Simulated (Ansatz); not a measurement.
Crystal: C.

```
CELL_PARAMETERS angstrom
2.52210 0.00000 0.00000
-1.26105 2.18420 0.00000
0.00000 0.00000 8.23710
ATOMIC_POSITIONS crystal
C 0.66667 0.33333 0.84375
C 0.33333 0.66667 0.34375
C 0.66667 0.33333 0.65625
C 0.33333 0.66667 0.15625
C 0.00000 0.00000 0.90625
C 0.00000 0.00000 0.40625
C 0.00000 0.00000 0.59375
C 0.00000 0.00000 0.09375
```

This is a hexagonal form of diamond, not graphite.

| Property | Result |
| --- | --- |
| Program | Ansatz 0.2.0 |
| Task | relaxation of cell and atoms |
| Functional | SVWN5 |
| Potentials or basis | Ansatz PAW |
| Cutoff | 420 eV (not typed: the program's choice for these potentials) |
| k mesh | 12 × 12 × 4 |
| Occupations | fermi-dirac, width 0.05 eV |
| Spin | no spin polarisation |

At the start: volume 5.67 Å³/atom.

Task: How do energy, volume and symmetry change on relaxing?

Result: It ends after 8 steps and the volume is 5.51 Å³/atom (-2.9 %); space group P6_3/mmc (No. 194, to 0.05 Å).

Step by step:
| step | energy change (eV) | largest force (eV/Å) | volume (Å³) |
| --- | --- | --- | --- |
| 1 | 0.0000 | 0.3322 | 45.38 |
| 2 | -0.0663 | 0.3692 | 44.57 |
| 3 | -0.0826 | 0.0962 | 44.08 |
| 4 | -0.0828 | 0.0136 | 44.10 |
| 5 | -0.0828 | 0.0006 | 44.11 |
| 6 | -0.0736 | 0.0014 | 44.11 |
| 7 | -0.0739 | 0.0002 | 44.07 |
| 8 | -0.0735 | 0.0003 | 44.07 |

Final structure:
```
CELL_PARAMETERS angstrom
2.48928 0.00000 0.00000
-1.24464 2.15578 0.00000
0.00000 0.00000 8.21313
ATOMIC_POSITIONS crystal
C 0.66667 0.33333 0.84446
C 0.33333 0.66667 0.34446
C 0.66667 0.33333 0.65554
C 0.33333 0.66667 0.15554
C 0.00000 0.00000 0.90707
C 0.00000 0.00000 0.40707
C 0.00000 0.00000 0.59293
C 0.00000 0.00000 0.09293
```

Caveat: the plane-wave basis is chosen anew once the cell has moved, so the energies of steps on either side of that aren't comparable; the pressure holds a Pulay correction of +1.3 GPa for the finite cutoff; the PAW data sets come from PBE, with cores solved anew for the run's functional, which leaves a small shift of forces and pressure.
